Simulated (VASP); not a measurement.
# Co under changes of volume

One of the cells (11.251 Å³/atom); the others are scaled copies at fixed shape and fractional positions:

```
Co
1.0
    -1.41161    1.41161    1.41161
     1.41161   -1.41161    1.41161
     1.41161    1.41161   -1.41161
Co
1
Direct
  0.00000 0.00000 0.00000
```

This isn't the form of Co at room conditions, which is hcp.

```yaml
Program: VASP 6.6.1
Functional: PBE
Potentials_or_basis: VASP PAW PBE potentials, release 64 (Co)
Cutoff: 520 eV
k_mesh: 13 × 13 × 13
Occupations: fermi-dirac, width 0.05 eV
Spin: collinear spin, ferromagnetic start
Starting_moments: "[2.0] μB"
```

```csv
volume (Å³/atom),energy over the lowest point (meV/atom),pressure (GPa),moment (μB per cell)
10.369,24.94,14.6,1.67
10.589,8.84,9.1,1.68
10.810,0.00,4.1,1.68
11.251,1.05,-4.1,1.70
11.472,?,?,?
11.692,21.92,-10.4,1.74
```

Task: What does the run at 11.472 Å³/atom give?

Result: Energy over the lowest point 9.39 meV/atom; pressure -7.5 GPa; moment 1.72 μB per cell.

Worked out: A Birch-Murnaghan fit of order 3 (a polynomial in V^(-2/3)) to the other rows has its minimum at 11.01 Å³/atom with B0 = V·E''(V) = 208 GPa and B' = 5.7. It gives 9.35 meV/atom at 11.472 Å³/atom, against the run's 9.39, and -dE/dV = -7.7 GPa, against -7.5. A parabola through the other rows of the moment, of slope 0.0825 μB per Å³/atom there, gives 1.72 μB, against the run's 1.72.

Energies are extrapolated to zero smearing.
